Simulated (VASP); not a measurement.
**Ni under changes of volume**

One of the cells (10.780 Å³/atom); the others are scaled copies at fixed shape and fractional positions:

```xyz
2
Lattice="2.4642 0.0000 0.0000 -1.2321 2.1341 0.0000 0.0000 0.0000 4.0998" Properties=species:S:1:pos:R:3 pbc="T T T"
Ni    1.2321    0.7114    3.0748
Ni    0.0000    1.4227    1.0249
```

This isn't the form of Ni at room conditions, which is fcc.

| Quantity | Value |
| --- | --- |
| Program | VASP 6.6.1 |
| Functional | PBEsol |
| Potentials or basis | VASP PAW PBE potentials, release 64 (Ni) |
| Cutoff | 520 eV |
| k mesh | 12 × 12 × 7 |
| Occupations | fermi-dirac, width 0.05 eV |
| Spin | collinear spin, ferromagnetic start |
| Starting moments | [1.0, 1.0] μB |

```tsv
volume (Å³/atom)	energy over the lowest point (meV/atom)	pressure (GPa)	moment (μB per cell)
9.935	16.72	11.9	1.20
10.146	4.88	6.3	1.23
10.357	0.00	1.3	1.25
10.780	?	?	?
10.992	19.79	-10.5	1.30
11.203	35.83	-13.6	1.32
```

What does the run at 10.780 Å³/atom give?

Energy over the lowest point 8.11 meV/atom; pressure -7.0 GPa; moment 1.29 μB per cell.

Worked out: A Birch-Murnaghan fit of order 3 (a polynomial in V^(-2/3)) to the other rows has its minimum at 10.42 Å³/atom with B0 = V·E''(V) = 223 GPa and B' = 4.7 at fixed shape and positions, which overstates the stiffness. It gives 8.06 meV/atom at 10.780 Å³/atom, against the run's 8.11, and -dE/dV = -7.1 GPa, against -7.0. A straight line through the other rows of the moment, of slope 0.09 μB per Å³/atom, gives 1.28 μB, against the run's 1.29.

Energies are extrapolated to zero smearing.

Caveats: the PAW data sets were made with another functional, which shifts forces and pressure a little.
